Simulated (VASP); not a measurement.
# Pb (C2/m) in VASP: a series of runs

One crystal, Pb, is run at these levels: LDA; tasks: single point.

Everything below comes from runs of VASP 6.6.1. Logs are shortened: lines on timing, memory, paths and dates and some standing lists are left out, and cuts for length are marked.

### Step 1. The crystal as given

Symmetry: C2/m, No. 12, monoclinic system. The conventional cell has a = 6.077 Å, b = 3.501 Å, c = 6.452 Å, α = 90.00°, β = 109.14°, γ = 90.00°. Pb (site symmetry m) has 10 Pb at 3.34 to 3.51 Å as nearest neighbours.

This isn't the form of Pb at room conditions, which is fcc.

### Step 2. Single point, LDA

Contents of INCAR:

```
SYSTEM = Pb
ADDGRID = .False. ; ALGO = Normal
EDIFF = 1E-6 ; ENCUT = 460
GGA = CA ; ISIF = 2
ISMEAR = 1 ; LASPH = .False.
LCHARG = .False. ; LREAL = .False.
LWAVE = .False. ; NELM = 100
PREC = Accurate ; SIGMA = 0.2
```

Contents of KPOINTS:

```
k-points
0
Gamma
  14 14 7
  0 0 0
```

Contents of POSCAR:

```
Pb
1.0
    3.0386068135     -1.7503199600      0.0000000000
    3.0386068135      1.7503199600      0.0000000000
   -2.1154626375      0.0000000000      6.0952248674
Pb
2
Direct
    0.9226740000      0.9042520000      0.7213670000
    0.1042030000      0.0659440000      0.2801110000
```

Potentials or basis: VASP PAW LDA potentials, release 64 (Pb_d).

Launch:

```bash
$ cat potpaw_LDA.64/Pb_d/POTCAR > POTCAR
$ mpirun -np 1 vasp_std > vasp.out
```

OUTCAR:

```text
SYSTEM = Pb
   EDIFF = 1E-6
   ENCUT = 460
   GGA = CA
   ISIF = 2
   ISMEAR = 1
   LASPH = .False.
   LREAL = .False.
   NELM = 100
   PREC = Accurate

 Found    688 irreducible k-points:

 Following reciprocal coordinates:
            Coordinates               Weight
  0.000000  0.000000  0.000000      1.000000
  0.071429 -0.000000 -0.000000      2.000000
  0.000000 -0.071429  0.000000      2.000000
  0.142857  0.000000 -0.000000      2.000000
  0.000000 -0.142857  0.000000      2.000000
  0.214286  0.000000 -0.000000      2.000000
   k-points           NKPTS =    688   k-points in BZ     NKDIM =    688   number of bands    NBANDS=     18
   number of dos      NEDOS =    301   number of ions     NIONS =      2
   total plane-waves  NPLWV =  37632
   dimension x,y,z NGX =    28 NGY =   28 NGZ =   48
   dimension x,y,z NGXF=    56 NGYF=   56 NGZF=   96
   ions per type =               2
   NGX,Y,Z   is equivalent  to a cutoff of  13.27, 13.27, 12.37 a.u.
   NGXF,Y,Z  is equivalent  to a cutoff of  26.55, 26.55, 24.74 a.u.
 SYSTEM =  Pb
   PREC   = accura    normal or accurate (medium, high low for compatibility)
   ISTART =      0    job   : 0-new  1-cont  2-samecut
   ICHARG =      2    charge: 1-file 2-atom 10-const
   ISPIN  =      1    spin polarized calculation?
   LNONCOLLINEAR =      F non collinear calculations
   LSORBIT =      F    spin-orbit coupling
   LASPH  =      F    aspherical Exc in radial PAW
   ENCUT  =  460.0 eV  33.81 Ry    5.81 a.u.   6.13  6.13 11.28*2*pi/ulx,y,z
   NELM   =    100;   NELMIN=  2; NELMDL= -5     # of ELM steps
   EDIFF  = 0.1E-05   stopping-criterion for ELM
   LREAL  =      F    real-space projection
   EDIFFG = 0.1E-04   stopping-criterion for IOM
   NSW    =      0    number of steps for IOM
   IBRION =     -1    ionic relax: 0-MD 1-quasi-New 2-CG
   NFREE  =      0    steps in history (QN), initial steepest desc. (CG)
   ISIF   =      2    stress and relaxation
   ISYM   =      2    0-nonsym 1-usesym 2-fastsym
   POTIM  = 0.5000    time-step for ionic-motion
   TEBEG  =    0.0;   TEEND  =   0.0 temperature during run
   PSTRESS=    0.0 pullay stress
   NELECT =      28.0000    total number of electrons
   NUPDOWN=      -1.0000    fix difference up-down
   EMIN   =  10.00;   EMAX   =-10.00  energy-range for DOS
   EFERMI =   0.00;   METHOD = LEGACY
   ISMEAR =     1;   SIGMA  =   0.20  broadening in eV -4-tet -1-fermi 0-gaus
   EFERMI_NEDOS =   21; number of points for ismear=-14 and -15
   IALGO  =     38    algorithm
   IMIX   =      4    mixing-type and parameters
     AMIX     =   0.40;   BMIX     =  1.00
     AMIX_MAG =   1.60;   BMIX_MAG =  1.00
  volume/ion in A,a.u.               =      32.42       218.77
  Fermi-wavevector in a.u.,A,eV,Ry     =   1.237438  2.338420 20.833975  1.531254
  Thomas-Fermi vector in A             =   2.372006
   LORBIT       =      0    0 simple, 1 ext, 2 COOP (PROOUT), +10 PAW based schemes
   GGA     = CA    functional components
   LHFCALC =     F    Hartree Fock is set to
   AEXX    =    0.0000 exact exchange contribution
   IVDW    =     0    specifies the selected vdW correction
   LEPSILON=     F    determine dielectric tensor
   LRPA    =     F    only Hartree local field effects (RPA)
 non-spin polarized calculation
 Methfessel and Paxton  Order N= 1 SIGMA  =   0.20
  energy-cutoff  :      460.00
  volume of cell :       64.84
 maximum number of plane-waves:      1472
 NGX is ok and might be reduce to    28
   NGX = 13   NGY = 13   NGZ = 23

 number of electron      28.0000003 magnetization

 Free energy of the ion-electron system (eV)
  ---------------------------------------------------
  ext. energy  EPLUGINS =         0.00000000
  ---------------------------------------------------
  free energy    TOTEN  =        -8.32503455 eV

  energy without entropy =       -8.32577413  energy(sigma->0) =       -8.32528108

 E-fermi :   6.2805     XC(G=0): -10.0825

 val. band max:        6.2788224716   @ k =  -0.3571   0.1429   0.2857
 cond. band min:       6.2832107581   @ k =   0.3571   0.3571  -0.0000
 fundamental gap:      0.0043882864
 Fermi energy:         6.2805395938

 k-point     1 :       0.0000    0.0000    0.0000
  band No.  band energies     occupation
      1     -10.8032      2.00000
      2     -10.7234      2.00000
      3     -10.7227      2.00000
      4     -10.7226      2.00000
      5     -10.7204      2.00000
      6     -10.7106      2.00000
[... 10 lines left out ...]
     17      12.7791      0.00000
     18      12.8795      0.00000

 k-point     2 :       0.0714   -0.0000   -0.0000
  band No.  band energies     occupation
      1     -10.7992      2.00000
      2     -10.7356      2.00000
      3     -10.7234      2.00000
      4     -10.7129      2.00000
      5     -10.7100      2.00000
      6     -10.6913      2.00000
[... 10 lines left out ...]
     17      12.7243      0.00000
     18      12.8525      0.00000

 k-point     3 :       0.0000   -0.0714    0.0000
  band No.  band energies     occupation
      1     -10.7989      2.00000
      2     -10.7356      2.00000
      3     -10.7235      2.00000
      4     -10.7134      2.00000
      5     -10.7099      2.00000
      6     -10.6918      2.00000
[... 10 lines left out ...]
     17      12.7202      0.00000
     18      12.8680      0.00000

 k-point     4 :       0.1429    0.0000   -0.0000
  band No.  band energies     occupation
      1     -10.7897      2.00000
      2     -10.7527      2.00000
      3     -10.7321      2.00000
      4     -10.6874      2.00000
      5     -10.6779      2.00000
      6     -10.6585      2.00000
[... 10 lines left out ...]
     17      12.4685      0.00000
     18      12.7519      0.00000

 k-point     5 :       0.0000   -0.1429    0.0000
  band No.  band energies     occupation
      1     -10.7877      2.00000
      2     -10.7546      2.00000
      3     -10.7318      2.00000
      4     -10.6891      2.00000
      5     -10.6773      2.00000
      6     -10.6604      2.00000
[... 10 lines left out ...]
     17      12.4933      0.00000
     18      12.7325      0.00000

 k-point     6 :       0.2143    0.0000   -0.0000
  band No.  band energies     occupation
      1     -10.7907      2.00000
      2     -10.7604      2.00000
      3     -10.7462      2.00000
      4     -10.6673      2.00000
      5     -10.6591      2.00000
      6     -10.6308      2.00000
[... 10 lines left out ...]
     17      11.8848      0.00000
     18      12.6612      0.00000

 [... further k-points ...]

------------------------ aborting loop because EDIFF is reached ----------------------------------------

  FORCE on cell =-STRESS in cart. coord.  units (eV):
  Direction    XX          YY          ZZ          XY          YZ          ZX
  --------------------------------------------------------------------------------------
  -------------------------------------------------------------------------------------
  Total       -1.1504050     -1.2345430     -0.7497094     -0.0172957     -0.0331774     -0.0490358
  in kB      -28.4282200    -30.5073954    -18.5264361     -0.4274023     -0.8198623     -1.2117478
  external PRESSURE =     -25.8206838 kB  Pullay stress =       0.0000000 kB

 VOLUME and BASIS-vectors are now :
 -----------------------------------------------------------------------------
  energy-cutoff  :      460.00
  volume of cell :       64.84
      direct lattice vectors                 reciprocal lattice vectors
     3.038606813 -1.750319960  0.000000000     0.164549095 -0.285662057  0.057109864
     3.038606813  1.750319960  0.000000000     0.164549095  0.285662057  0.057109864
    -2.115462637  0.000000000  6.095224867     0.000000000  0.000000000  0.164062856

 POSITION                                       TOTAL-FORCE (eV/Angst)
 -----------------------------------------------------------------------------------
      4.02528     -0.03224      4.39689        -0.009219     -0.011081      0.074746
     -0.07555     -0.06697      1.70734         0.009219      0.011081     -0.074746
 -----------------------------------------------------------------------------------
    total drift:                                0.000010     -0.000002      0.000016

  FREE ENERGIE OF THE ION-ELECTRON SYSTEM (eV)
  ---------------------------------------------------
  free  energy   TOTEN  =        -8.3250345497 eV

  energy  without entropy=       -8.3257741261  energy(sigma->0) =       -8.32528108
```

OSZICAR:

```text
N       E                     dE             d eps       ncg     rms          rms(c)
DAV:   1     0.270230667180E+03    0.27023E+03   -0.13668E+04 24788   0.170E+03
DAV:   2     0.102031889628E+02   -0.26003E+03   -0.25687E+03 24808   0.417E+02
DAV:   3    -0.782301817731E+01   -0.18026E+02   -0.17824E+02 30110   0.140E+02
DAV:   4    -0.833786254398E+01   -0.51484E+00   -0.51385E+00 28828   0.287E+01
DAV:   5    -0.835924393264E+01   -0.21381E-01   -0.21380E-01 30088   0.511E+00    0.806E-01
DAV:   6    -0.833241301330E+01    0.26831E-01   -0.51137E-02 32338   0.299E+00    0.407E-01
DAV:   7    -0.832551871038E+01    0.68943E-02   -0.21963E-02 31016   0.192E+00    0.136E-01
DAV:   8    -0.832504170572E+01    0.47700E-03   -0.13123E-03 31806   0.568E-01    0.160E-02
DAV:   9    -0.832503387644E+01    0.78293E-05   -0.96297E-05 30748   0.127E-01    0.688E-03
DAV:  10    -0.832503454973E+01   -0.67329E-06   -0.86341E-06 31218   0.412E-02
   1 F= -.83250345E+01 E0= -.83252811E+01  d E =0.739576E-03
```

stdout:

```text
POSCAR found type information on POSCAR Pb
 POSCAR found :  1 types and       2 ions
 scaLAPACK will be used
 LDA part: xc-table for (Slater(with rela. corr.)+CA(PZ))
 , standard interpolation
 POSCAR, INCAR and KPOINTS ok, starting setup
 FFT: planning ... GRIDC
 FFT: planning ... GRID_SOFT
 FFT: planning ... GRID
 WAVECAR not read
 entering main loop
```

Wall time 3.1 min (1 thread of Intel Xeon 6975P-C (Granite Rapids), shared host); peak memory 0.59 GiB.

The run converged, but some of its settings lie outside the range that counts as converged, so its numbers aren't taken as properties of the crystal.

What came out:

```yaml
Free_energy: -8.3250 eV
Pressure: -2.6 GPa
Largest_force: 0.076 eV/Å
Band_gap_on_the_k_mesh: none (metal or under the smearing width)
```

### Step 3. Single point, LDA

Contents of INCAR:

```
SYSTEM = Pb
ADDGRID = .False. ; ALGO = Normal
EDIFF = 1E-4 ; ENCUT = 460
GGA = CA ; ISIF = 2
ISMEAR = 1 ; LASPH = .True.
LCHARG = .False. ; LREAL = Auto
LWAVE = .False. ; NELM = 100
PREC = Normal ; SIGMA = 0.2
```

KPOINTS is that of step 2.

Contents of POSCAR:

```
Pb
1.0
    3.0386068135     -1.7503199600      0.0000000000
    3.0386068135      1.7503199600      0.0000000000
   -2.1154626375      0.0000000000      6.0952248674
Pb
2
Direct
    0.9085084100      0.9085084100      0.7262922000
    0.0914915900      0.0914915900      0.2737078000
```

Potentials or basis: VASP PAW LDA potentials, release 64 (Pb_d).

Launch:

```bash
$ cat potpaw_LDA.64/Pb_d/POTCAR > POTCAR
$ mpirun -np 1 vasp_std > vasp.out
```

OUTCAR:

```text
SYSTEM = Pb
   EDIFF = 1E-4
   ENCUT = 460
   GGA = CA
   ISIF = 2
   ISMEAR = 1
   LASPH = .True.
   LREAL = Auto
   NELM = 100
   PREC = Normal

 Found    372 irreducible k-points:

 Following reciprocal coordinates:
            Coordinates               Weight
  0.000000  0.000000  0.000000      1.000000
  0.071429 -0.000000 -0.000000      4.000000
  0.142857  0.000000 -0.000000      4.000000
  0.214286  0.000000 -0.000000      4.000000
  0.285714  0.000000  0.000000      4.000000
[... 202 lines left out ...]

------------------------ aborting loop because EDIFF is reached ----------------------------------------

  FORCE on cell =-STRESS in cart. coord.  units (eV):
  Direction    XX          YY          ZZ          XY          YZ          ZX
  --------------------------------------------------------------------------------------
  -------------------------------------------------------------------------------------
  Total       -1.2932562     -1.3074793     -0.8761444      0.0000000      0.0000000      0.0200069
  in kB      -31.9582848    -32.3097599    -21.6508316      0.0000000      0.0000000      0.4943999
  external PRESSURE =     -28.6396254 kB  Pullay stress =       0.0000000 kB

 VOLUME and BASIS-vectors are now :
 -----------------------------------------------------------------------------
  energy-cutoff  :      460.00
  volume of cell :       64.84
      direct lattice vectors                 reciprocal lattice vectors
     3.038606813 -1.750319960  0.000000000     0.164549095 -0.285662057  0.057109864
     3.038606813  1.750319960  0.000000000     0.164549095  0.285662057  0.057109864
    -2.115462637  0.000000000  6.095224867     0.000000000  0.000000000  0.164062856

 POSITION                                       TOTAL-FORCE (eV/Angst)
 -----------------------------------------------------------------------------------
      3.98476      0.00000      4.42691         0.021731      0.000000     -0.081691
     -0.02300      0.00000      1.66831        -0.021731      0.000000      0.081691
 -----------------------------------------------------------------------------------
    total drift:                                0.000000      0.000000     -0.000000

  FREE ENERGIE OF THE ION-ELECTRON SYSTEM (eV)
  ---------------------------------------------------
  free  energy   TOTEN  =        -8.3250334746 eV

  energy  without entropy=       -8.3258113369  energy(sigma->0) =       -8.32529276
```

OSZICAR:

```text
N       E                     dE             d eps       ncg     rms          rms(c)
DAV:   1     0.269953924294E+03    0.26995E+03   -0.13652E+04 13392   0.170E+03
DAV:   2     0.102540487849E+02   -0.25970E+03   -0.25646E+03 13410   0.418E+02
DAV:   3    -0.781776301779E+01   -0.18072E+02   -0.17845E+02 16412   0.140E+02
DAV:   4    -0.833672763808E+01   -0.51896E+00   -0.51788E+00 15734   0.287E+01
DAV:   5    -0.835786732957E+01   -0.21140E-01   -0.21139E-01 16244   0.506E+00    0.790E-01
DAV:   6    -0.833207328275E+01    0.25794E-01   -0.50266E-02 17490   0.299E+00    0.397E-01
DAV:   7    -0.832550803379E+01    0.65652E-02   -0.20593E-02 16946   0.188E+00    0.134E-01
DAV:   8    -0.832503873946E+01    0.46929E-03   -0.11242E-03 15690   0.535E-01    0.146E-02
DAV:   9    -0.832503347462E+01    0.52648E-05   -0.73384E-05  7122   0.110E-01
   1 F= -.83250335E+01 E0= -.83252928E+01  d E =0.777862E-03
```

stdout:

```text
POSCAR found type information on POSCAR Pb
 POSCAR found :  1 types and       2 ions
 scaLAPACK will be used
 -----------------------------------------------------------------------------
|                                                                             |
|                                                                             |
|     You have a (more or less) 'small supercell' and for smaller cells       |
|     it is recommended to use the reciprocal-space projection scheme!        |
|     The real-space optimization is not efficient for small cells and it     |
|     is also less accurate ...                                               |
|     Therefore, set LREAL=.FALSE. in the INCAR file.                         |
|                                                                             |
 -----------------------------------------------------------------------------

 LDA part: xc-table for (Slater(with rela. corr.)+CA(PZ))
 , standard interpolation
 POSCAR, INCAR and KPOINTS ok, starting setup
 FFT: planning ... GRIDC
 FFT: planning ... GRID_SOFT
 FFT: planning ... GRID
 WAVECAR not read
 entering main loop
```

Wall time 58 s (1 thread of Intel Xeon 6975P-C (Granite Rapids), shared host); peak memory 0.29 GiB.

These settings aren't checked as converged: the numbers below hold their error.

What came out:

- Free energy: -8.3250 eV
- Pressure: -2.9 GPa
- Largest force: 0.085 eV/Å
- Band gap on the k mesh: none (metal or under the smearing width)

### Step 4. Single point, LDA

INCAR is that of step 3.

KPOINTS is that of step 3.

Contents of POSCAR:

```
Pb
1.0
    3.0386068135     -1.7503199600      0.0000000000
    3.0386068135      1.7503199600      0.0000000000
   -2.1154626375      0.0000000000      6.0952248674
Pb
2
Direct
    0.9226740000      0.9042520000      0.7213670000
    0.1042030000      0.0659440000      0.2801110000
```

Launch:

```bash
$ cat potpaw_LDA.64/Pb_d/POTCAR > POTCAR
$ mpirun -np 1 vasp_std > vasp.out
```

Run time: 1.8 min. Hardware: 1 thread of Intel Xeon 6975P-C (Granite Rapids), shared host; peak memory 0.43 GiB.

These settings aren't checked as converged: the numbers below hold their error.

What came out:

```
Free energy            : -8.3259 eV
Pressure               : -2.5 GPa
Largest force          : 0.069 eV/Å
Band gap on the k mesh : none (metal or under the smearing width)
```

### Step 5. Single point, LDA

Contents of INCAR:

```
SYSTEM = Pb
ADDGRID = .False. ; ALGO = Normal
EDIFF = 1E-6 ; ENCUT = 650
GGA = CA ; ISIF = 2
ISMEAR = 1 ; LASPH = .True.
LCHARG = .False. ; LREAL = .False.
LWAVE = .False. ; NELM = 100
PREC = Accurate ; SIGMA = 0.2
```

Contents of KPOINTS:

```
k-points
0
Gamma
  12 12 6
  0 0 0
```

Contents of POSCAR:

```
Pb
1.0
    3.0386068135     -1.7503199600      0.0000000000
    3.0386068135      1.7503199600      0.0000000000
   -2.1154626375      0.0000000000      6.0952248674
Pb
2
Direct
    0.9085084100      0.9085084100      0.7262922000
    0.0914915900      0.0914915900      0.2737078000
```

Launch:

```bash
$ cat potpaw_LDA.64/Pb_d/POTCAR > POTCAR
$ mpirun -np 1 vasp_std > vasp.out
```

Run time: 1.8 min. Hardware: 1 thread of Intel Xeon 6975P-C (Granite Rapids), shared host; peak memory 0.43 GiB.

These settings aren't checked as converged: the numbers below hold their error.

What came out:

```yaml
Free_energy: -8.3223 eV
Pressure: -2.9 GPa
Largest_force: 0.079 eV/Å
Band_gap_on_the_k_mesh: none (metal or under the smearing width)
```

### Step 6. Single point, LDA

INCAR is that of step 5.

KPOINTS is that of step 5.

Contents of POSCAR:

```
Pb
1.0
    3.0386068135     -1.7503199600      0.0000000000
    3.0386068135      1.7503199600      0.0000000000
   -2.1154626375      0.0000000000      6.0952248674
Pb
2
Direct
    0.9226740000      0.9042520000      0.7213670000
    0.1042030000      0.0659440000      0.2801110000
```

Potentials or basis: VASP PAW LDA potentials, release 64 (Pb_d).

Launch:

```bash
$ cat potpaw_LDA.64/Pb_d/POTCAR > POTCAR
$ mpirun -np 1 vasp_std > vasp.out
```

Wall time 3.9 min (1 thread of Intel Xeon 6975P-C (Granite Rapids), shared host); peak memory 0.63 GiB.

The run converged, but some of its settings lie outside the range that counts as converged, so its numbers aren't taken as properties of the crystal.

What came out:

| Item | Value |
| --- | --- |
| Free energy | -8.3226 eV |
| Pressure | -2.5 GPa |
| Largest force | 0.076 eV/Å |
| Band gap on the k mesh | none (metal or under the smearing width) |

### Step 7. For comparison

An earlier run on the cell as given: functional PBE; potentials or basis VASP PAW PBE potentials, release 64 (Pb_d); cutoff 520 eV; k mesh 9 × 9 × 5; occupations fermi-dirac, width 0.05 eV; no spin polarisation.

- Pressure: 0.7 GPa
- Largest force: 0.079 eV/Å
- Band gap on the k mesh: none (metal or under the smearing width)
